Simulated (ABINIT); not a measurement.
# CuO (Tenorite) (C2/c) in ABINIT: equation of state

How stiff is CuO (Tenorite) in PBE, and what volume does it want? The cell is scaled to several volumes.

Program: ABINIT 10.8.3 (patched build). These are calculated values, not measurements. Logs are shortened: lines on timing, memory, paths and dates and some standing lists are left out, and cuts for length are marked. The log counts tension as positive stress, the text compression.

## Step 1: The crystal as given

The structure is monoclinic, space group C2/c (No. 15). Conventional cell: a = 4.684 Å, b = 3.423 Å, c = 5.129 Å, α = 90.00°, β = 99.54°, γ = 90.00°. Cu (site symmetry -1) is surrounded by 4 O at 1.95 to 1.96 Å. O (site symmetry 2) is surrounded by 4 Cu at 1.95 to 1.96 Å.

## Step 2: Equation of state, PBE

Input file run.abi:

```
# Datasets: one volume each
ndtset 7
scalecart1 3*0.9795861087
scalecart2 3*0.9864848297
scalecart3 3*0.9932883884
scalecart4 3*1.0000000000
scalecart5 3*1.0066227096
scalecart6 3*1.0131594038
scalecart7 3*1.0196128224

# Pseudopotentials
pp_dirpath "./"
pseudos "Cu.GGA_PBE-JTH.xml, O.GGA_PBE-JTH.xml"

# Structure
acell 5.4811209356 5.4811209356 9.692027348
rprim
     0.8073996500    -0.5900049196     0.0000000000
     0.8073996500     0.5900049196     0.0000000000
    -0.1657361228     0.0000000000     0.9861701362
ntypat 2
znucl 29 8
natom 4
typat 1 1 2 2
chkprim 0
chksymtnons 0
tolsym 1.0e-6
xred
     0.5000000000     0.0000000000     0.5000000000
     0.0000000000     0.5000000000     0.0000000000
     0.4184000000     0.5816000000     0.7500000000
     0.5816000000     0.4184000000     0.2500000000

# Plane-wave basis
ecut 26.0
pawecutdg 48.0
pawxcdev 0

# k points
kptopt 1
ngkpt 10 10 5
nshiftk 1
shiftk 0.0 0.0 0.0

# Exchange and correlation
ixc 11

# Bands and occupations
nband 30
occopt 3
tsmear 0.05 eV

# SCF cycle
nstep 100
tolvrs 1.0e-9

# Output
iomode 3
prtwf 0
prtden 0
prteig 0
prtebands 0
enunit 2
```

Potentials or basis: JTH PAW PBE v2.0.

On the command line:

```sh
mpirun --bind-to none -np 4 abinit run.abi > log 2>&1
```

run.abo:

```text
.Version 10.8.3 of ABINIT
 DATASET    1 : space group C2/c (# 15); Bravais mC (1-face-center monocl.)
================================================================================
 Values of the parameters that define the memory need for DATASET  1.
     intxc =       0    ionmov =       0      iscf =      17    lmnmax =      18
     lnmax =       6     mgfft =      45  mpssoang =       3    mqgrid =    3001
     natom =       4  nloc_mem =       2    nspden =       1   nspinor =       1
    nsppol =       1      nsym =       4    n1xccc =       1    ntypat =       2
    occopt =       3   xclevel =       2
       mpw =        1650          nfft =       32805          nkpt =         141
Pmy_natom=         1
 PAW method is used; the additional fine FFT grid is defined by:
   mgfftf=        60    nfftf =     77760
================================================================================
================================================================================
[... 77 lines left out ...]
================================================================================
 Values of the parameters that define the memory need for DATASET  7.
     intxc =       0    ionmov =       0      iscf =      17    lmnmax =      18
     lnmax =       6     mgfft =      48  mpssoang =       3    mqgrid =    3040
     natom =       4  nloc_mem =       2    nspden =       1   nspinor =       1
    nsppol =       1      nsym =       4    n1xccc =       1    ntypat =       2
    occopt =       3   xclevel =       2
       mpw =        1860          nfft =       34992          nkpt =         141
Pmy_natom=         1
 PAW method is used; the additional fine FFT grid is defined by:
   mgfftf=        64    nfftf =     82944
================================================================================
================================================================================

--------------------------------------------------------------------------------
------------- Echo of variables that govern the present computation ------------
--------------------------------------------------------------------------------
 -outvars: echo values of preprocessed input variables --------
            acell      5.4811209356E+00  5.4811209356E+00  9.6920273480E+00 Bohr
              amu      6.35460000E+01  1.59994000E+01
          chkprim           0
      chksymtnons           0
             ecut      2.60000000E+01 Hartree
           enunit           2
                       outvar_i_n : Printing only first  50 k-points.
              ixc          11
           jdtset        1    2    3    4    5    6    7
                       outvar_i_n : Printing only first  50 k-points.
         kptrlatt       10    0    0      0   10    0      0    0    5
          kptrlen1     4.74708768E+01
          kptrlen2     4.78051897E+01
          kptrlen3     4.81348911E+01
          kptrlen4     4.84601367E+01
          kptrlen5     4.87810742E+01
          kptrlen6     4.90978432E+01
          kptrlen7     4.94105768E+01
            natom           4
            nband          30
           ndtset           7
            ngfft1         27      27      45
            ngfft2         27      27      45
[... 113 lines left out ...]

================================================================================

 chkinp: Checking input parameters for consistency, jdtset=   1.

 chkinp: Checking input parameters for consistency, jdtset=   2.
[... 52 lines left out ...]
- pspini: atom type   2  psp file is ./O.GGA_PBE-JTH.xml
 Pseudopotential format is: paw10
 basis_size (lnmax)=  4 (lmn_size=  8), orbitals=   0   0   1   1
 Spheres core radius: rc_sph= 1.41465230
 Shapefunction is SIN type: shapef(r)=[sin(pi*r/rshp)/(pi*r/rshp)]**2
 Radius for shape functions =  1.20231231
 Compensation charge density is not taken into account in XC energy/potential

   4.18034755E+03                                ecore*ucvol(ha*bohr**3)
--------------------------------------------------------------------------------

================================================================================

--- !BeginCycle
iteration_state: {dtset: 1, }
solver: {iscf: 17, nstep: 100, nline: 4, wfoptalg: 10, }
tolerances: {tolvrs: 1.00E-09, }
...
[... 1505 lines left out ...]
-Cartesian components of stress tensor (GPa)         [Pressure= -4.1447E+00 GPa]
- sigma(1 1)=  4.81044255E+00  sigma(3 2)=  0.00000000E+00
- sigma(2 2)=  9.29567686E-01  sigma(3 1)= -8.44490690E-02
- sigma(3 3)=  6.69419478E+00  sigma(2 1)=  0.00000000E+00

== END DATASET(S) ==============================================================
================================================================================

 -outvars: echo values of variables after computation  --------
            acell      5.4811209356E+00  5.4811209356E+00  9.6920273480E+00 Bohr
           etotal1    -4.2814181547E+02
           etotal2    -4.2814497774E+02
           etotal3    -4.2814726622E+02
           etotal4    -4.2814875476E+02
           etotal5    -4.2814953417E+02
           etotal6    -4.2814967906E+02
           etotal7    -4.2814925586E+02
            fcart1    -0.0000000000E+00 -0.0000000000E+00 -0.0000000000E+00
                      -0.0000000000E+00 -0.0000000000E+00 -0.0000000000E+00
                       5.9411235273E-21 -7.3198541694E-04  1.7733940083E-22
                      -5.9411235273E-21  7.3198541694E-04 -1.7733940083E-22
            fcart2    -0.0000000000E+00 -0.0000000000E+00 -0.0000000000E+00
                      -0.0000000000E+00 -0.0000000000E+00 -0.0000000000E+00
                       3.7939386776E-20 -2.2662932729E-03 -3.1471358575E-21
                      -3.7939386776E-20  2.2662932729E-03  3.1471358575E-21
            fcart3    -0.0000000000E+00 -0.0000000000E+00 -0.0000000000E+00
                      -0.0000000000E+00 -0.0000000000E+00 -0.0000000000E+00
[... 66 lines left out ...]
                       1.1709249992E+00  8.5564999938E-01  0.0000000000E+00
                       1.7043294289E+00  2.7928415980E-01  3.7934020433E+00
                       2.1293431419E+00 -2.7928415980E-01  1.2644673478E+00
           xangst5     7.5085124004E-01 -8.6131672085E-01  2.5456830956E+00
                       1.1786796955E+00  8.6131672085E-01  0.0000000000E+00
                       1.7156167078E+00  2.8113377768E-01  3.8185246435E+00
                       2.1434451632E+00 -2.8113377768E-01  1.2728415478E+00
           xangst6     7.5572703401E-01 -8.6690984323E-01  2.5622139684E+00
                       1.1863336741E+00  8.6690984323E-01  0.0000000000E+00
                       1.7267573881E+00  2.8295937283E-01  3.8433209526E+00
                       2.1573640282E+00 -2.8295937283E-01  1.2811069842E+00
           xangst7     7.6054071178E-01 -8.7243171086E-01  2.5785342426E+00
                       1.1938901433E+00  8.7243171086E-01  0.0000000000E+00
                       1.7377561393E+00  2.8476171042E-01  3.8678013639E+00
                       2.1711055708E+00 -2.8476171042E-01  1.2892671213E+00
             xred      5.0000000000E-01  3.0557075145E-17  5.0000000000E-01
                       3.0108074615E-17  5.0000000000E-01  0.0000000000E+00
                       4.1840000000E-01  5.8160000000E-01  7.5000000000E-01
                       5.8160000000E-01  4.1840000000E-01  2.5000000000E-01
 Calculation completed.
```

It took 9.1 min on 4 MPI ranks of Intel Xeon Platinum 8488C (Sapphire Rapids), shared host; peak memory 0.68 GiB.

Results:

```
Equilibrium volume                        : 10.49 Å³/atom
Bulk modulus at fixed shape and positions : 163 GPa
Pressure derivative of the bulk modulus   : 4.6
```

Energy against volume, from the lowest point:
```csv
volume (Å³/atom),energy (meV/atom)
9.527,53.49
9.730,31.98
9.932,16.41
10.135,6.29
10.338,0.99
10.540,0.00
10.743,2.88
```

Caveat: pressures at fixed basis lie under the slope of the energies; the cell was scaled at fixed shape and fractional positions, which overstates the stiffness of a crystal with free parameters, most of all of layers and chains; the run has no spin polarisation, though such a crystal can be magnetic.
